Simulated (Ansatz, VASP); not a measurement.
## AlN in VASP and in Ansatz

File INCAR:

```
  PREC = Accurate
  ENCUT = 520
  EDIFF = 1E-6
  ISMEAR = 0
  SIGMA = 0.02
  LREAL = F
  LASPH = T
  NELM = 80
  ALGO = Normal
  ISIF = 2
  LWAVE = F
  LCHARG = F
  GGA = PE
  NBANDS = 16
```

KPOINTS

```
regular mesh
0
Gamma
  8 8 6
```

File POSCAR:

```
AlN
1.0
    2.1685632988      2.1685632988      0.0000000000
   -2.1685632988      2.1685632988      0.0000000000
    0.0000000000      0.0000000000      4.3371265976
Al N
2 2
Direct
    0.0000000000      0.0000000000      0.0000000000
    0.5000000000      0.5000000000      0.5000000000
    0.5000000000      0.0000000000      0.2500000000
    0.0000000000      0.5000000000      0.7500000000
```

Input for Ansatz:

```yaml
crystal:
  lattice:
    - [2.1685632988, 2.1685632988, 0.0]
    - [-2.1685632988, 2.1685632988, 0.0]
    - [0.0, 0.0, 4.3371265976]
  atoms:
    - { symbol: Al, position: [0.0, 0.0, 0.0] }
    - { symbol: Al, position: [0.5, 0.5, 0.5] }
    - { symbol: "N", position: [0.5, 0.0, 0.25] }
    - { symbol: "N", position: [0.0, 0.5, 0.75] }
basis:
  ecutwfc: 420
kpoints:
  mp_grid: { grid: [8, 8, 6] }
hamiltonian:
  xc: pbe
scf:
  occupations: { method: gaussian, width: 0.02 }
output:
  forces: true
  stress: true
  eigenvalues: true
  write_density: true
  write_potential: true
  elf: true
  volumetric_format: npy
```

Change from the starting cell: equal strain along all axes, cell held, atoms relaxed: -1.5 %.

Alike in both runs: task single point; functional PBE; k mesh 8 × 8 × 6; occupations gaussian, width 0.02 eV; no spin polarisation.

|  | VASP | Ansatz |
| --- | --- | --- |
| version | VASP 6.6.1 | Ansatz 0.2.0 |
| potentials or method | VASP PAW PBE potentials, release 64 (Al, N) | scalar-relativistic, plane waves, PAW |
| plane-wave cutoff (eV) | 520 | 420 |
| valence electrons in the cell | 16 | 16 |

VASP gave:

| Quantity | Value |
| --- | --- |
| gap on the k mesh at the Fermi level (eV) | 3.33 |
| least direct gap on the mesh (eV) | 3.33 |
| pressure (GPa) | 9.3 |

Q: Estimate Ansatz's values.

A: gap on the k mesh at the Fermi level (eV): 3.34; least direct gap on the mesh (eV): 3.34; pressure (GPa): 9.5.

A k mesh can miss the band edges.
